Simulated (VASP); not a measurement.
Set up this calculation in VASP 6.6.1, as the native input.

```
Task                   : relaxation of cell and atoms
Functional             : r2SCAN
Potentials or basis    : VASP PAW PBE potentials, release 64 (Ga_d, As)
Cutoff                 : 600 eV
k mesh                 : 10 × 10 × 10
Occupations            : gaussian, width 0.03 eV
Spin                   : no spin polarisation
Further INCAR settings : ALGO = Normal; EDIFF = 1e-07; IBRION = 2; EDIFFG = -0.005; NSW = 90; ISIF = 3
```

The structure of GaAs lies in POSCAR:

```
GaAs                                    
1.0
   -0.0000000000      2.8347133399      2.8347133399
    2.8347133399      0.0000000000      2.8347133399
    2.8347133399      2.8347133399      0.0000000000
  Ga              As            
     1     1
Direct
     0.0000000000000000    0.0000000000000000    0.0000000000000000
     0.2500000000000000    0.2500000000000000    0.2500000000000000
```

These files were run (other wordings do the same):

INCAR

```
SYSTEM = GaAs
PREC = Accurate ; ENCUT = 600
EDIFF = 1E-7 ; ISMEAR = 0
SIGMA = 0.03 ; LREAL = .FALSE.
LASPH = .TRUE. ; NELM = 80
ALGO = Normal ; ISIF = 3
LWAVE = .FALSE. ; LCHARG = .FALSE.
METAGGA = R2SCAN ; LMIXTAU = .TRUE.
IBRION = 2 ; NSW = 90
EDIFFG = -0.005
```

KPOINTS

```
regular mesh
0
G
  10 10 10
  0 0 0
```

Potentials or basis: VASP PAW PBE potentials, release 64 (Ga_d, As).

Launch:

```bash
$ cat potpaw_PBE.64/Ga_d/POTCAR potpaw_PBE.64/As/POTCAR > POTCAR
$ mpirun -np 1 vasp_std > vasp.out
```

It gave:

```yaml
Pressure_after_relaxing: 0.0 GPa
Band_gap_on_the_k_mesh: 0.93 eV, direct
```

Caveat: the relaxation stopped at its first step, so nothing moved; the PAW data sets were made with another functional, which shifts forces and pressure a little.

It took 52 s on 1 thread of Intel(R) Xeon(R) 6975P-C (Granite Rapids), on a shared host, peak memory 0.21 GiB.
